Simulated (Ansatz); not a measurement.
# Al: do energies and stresses tell the same story?

Computed with DFT PBE+D3(BJ), scalar-relativistic, plane waves, PAW in Ansatz.

Settings: cutoff 420 eV, Γ-centred mesh 18×18×6 on the computed 4-atom cell, Gaussian smearing of 0.10 eV; no spin polarisation.

Relaxed cell: P6_3/mmc, a = 2.815 Å, b = 2.815 Å, c = 9.242 Å, α = 90.00°, β = 90.00°, γ = 120.00°, 4 atoms in the primitive cell. This form isn't the element's structure at ambient conditions.

Energies at zero smearing and pressures from the stress tensor, at volumes with shape and atoms relaxed:
| V (Å³/atom) | E − E(first) (meV/atom) | P (GPa) |
| --- | --- | --- |
| 13.951 | 0.00 | 14.46 |
| 14.426 | -35.93 | 9.92 |
| 14.902 | -59.46 | 6.06 |
| 15.378 | -72.47 | 2.79 |
| 15.853 | -76.53 | 0.00 |
| 16.329 | -72.93 | -2.38 |
| 16.804 | -62.77 | -4.40 |
| 17.438 | -40.73 | -6.62 |

Q: Check P = −dE/dV between neighbouring volumes, and get the bulk modulus from the pressures alone.

A: With 1 eV/Å³ = 160.2 GPa:
```json
{"middle V (Å³/atom)": "14.189", "−ΔE/ΔV (GPa)": "12.105", "mean P (GPa)": "12.189"}
{"middle V (Å³/atom)": "14.664", "−ΔE/ΔV (GPa)": "7.927", "mean P (GPa)": "7.988"}
{"middle V (Å³/atom)": "15.140", "−ΔE/ΔV (GPa)": "4.383", "mean P (GPa)": "4.423"}
{"middle V (Å³/atom)": "15.615", "−ΔE/ΔV (GPa)": "1.368", "mean P (GPa)": "1.392"}
{"middle V (Å³/atom)": "16.091", "−ΔE/ΔV (GPa)": "-1.213", "mean P (GPa)": "-1.192"}
{"middle V (Å³/atom)": "16.567", "−ΔE/ΔV (GPa)": "-3.423", "mean P (GPa)": "-3.393"}
{"middle V (Å³/atom)": "17.121", "−ΔE/ΔV (GPa)": "-5.570", "mean P (GPa)": "-5.510"}
```

The two differ by 0.08 GPa at most. The mean of two end pressures misses the average over a step by about ΔV² P″/12, up to 0.06 GPa here; with that taken off 0.02 GPa remains. Around V = 15.853 Å³/atom, the two neighbours give B = −V ΔP/ΔV = 15.853 × 5.17 / 0.951 = 86.1 GPa, against B0 = 85.7 GPa from the Birch–Murnaghan fit of the energies.